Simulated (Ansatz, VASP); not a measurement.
AgCl (Chlorargyrite): VASP beside Ansatz

Contents of INCAR:

```
SYSTEM = AgCl
PREC     = Accurate       ! precision mode
ENCUT    = 520            ! plane-wave cutoff, eV
EDIFF    = 1E-7           ! SCF threshold, eV
ISMEAR   = -1             ! smearing method
SIGMA    = 0.05           ! smearing width, eV
LREAL    = .False.        ! projectors in reciprocal space
LASPH    = .True.         ! aspherical terms in the spheres
NELM     = 60             ! most SCF steps
ALGO     = Normal         ! electronic algorithm
ISIF     = 2              ! what is computed and relaxed
LWAVE    = .False.        ! write WAVECAR
LCHARG   = .False.        ! write CHGCAR
GGA      = PE             ! functional
NBANDS   = 16             ! bands
```

File KPOINTS:

```
Automatic mesh
0
Gamma
  8 8 8
  0 0 0
```

File POSCAR:

```
AgCl
1.0
    0.0000000000      2.7709909694      2.7709909694
    2.7709909694      0.0000000000      2.7709909694
    2.7709909694      2.7709909694      0.0000000000
Ag Cl
1 1
Direct
    0.0000000000      0.0000000000      0.0000000000
    0.5000000000      0.5000000000      0.5000000000
```

File input.yaml:

```yaml
crystal:
  lattice:
    - [0.0, 2.7709909694, 2.7709909694]
    - [2.7709909694, 0.0, 2.7709909694]
    - [2.7709909694, 2.7709909694, 0.0]
  atoms:
    - { symbol: Ag, position: [0.0, 0.0, 0.0] }
    - { symbol: Cl, position: [0.5, 0.5, 0.5] }
hamiltonian:
  xc: pbe
  pseudopotentials: { kind: paw }
kpoints:
  mp_grid: { grid: [8, 8, 8] }
scf:
  occupations: { method: fermi_dirac, width: 0.05 }
output:
  forces: true
  stress: true
  eigenvalues: true
```

Change from the starting cell: volume scaled by 1.04.

Alike in both runs: task single point; functional PBE; k mesh 8 × 8 × 8; occupations fermi-dirac, width 0.05 eV; no spin polarisation.

|  | VASP | Ansatz |
| --- | --- | --- |
| version | VASP 6.6.1 | Ansatz 0.2.0 |
| potentials or method | VASP PAW PBE potentials, release 64 (Ag, Cl) | Ansatz PAW |
| plane-wave cutoff (eV) | 520 | 420 |
| valence electrons in the cell | 18 | 26 |

VASP gave:

* gap on the k mesh at the Fermi level (eV): 0.91
* least direct gap on the mesh (eV): 3.19
* pressure (GPa): 1.6

Question: Which values does Ansatz return?

Answer: gap on the k mesh at the Fermi level (eV): 0.91; least direct gap on the mesh (eV): 3.19; pressure (GPa): 1.7.

The two sets of potentials don't hold the same shells in valence.

A k mesh can miss the band edges.
